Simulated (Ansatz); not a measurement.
Equation of state of boron, diamond

The calculation used Ansatz, DFT, RPBE, plane waves (420 eV) with PAW, scalar-relativistic. (PAW data from PBE, frozen cores regenerated.)

The cell is scaled uniformly from the relaxed one, with fractional coordinates and shape fixed. Energies are extrapolated to zero smearing, pressures are those at the given smearing. Magnetic state: spin not included.

```tsv
V (Å³/atom)	E − E₀ (meV/atom)	P (GPa)
7.456	77.0	27.15
7.794	31.7	16.35
8.133	7.2	7.39
8.472	0.0	-0.05
8.811	7.2	-6.26
9.150	26.4	-11.44
9.489	55.6	-15.75
```

(1) Fit a third-order Birch-Murnaghan equation.

## Answers

(1) V₀ = 8.46 Å³/atom, B₀ = 170 GPa, B₀′ = 3.6.
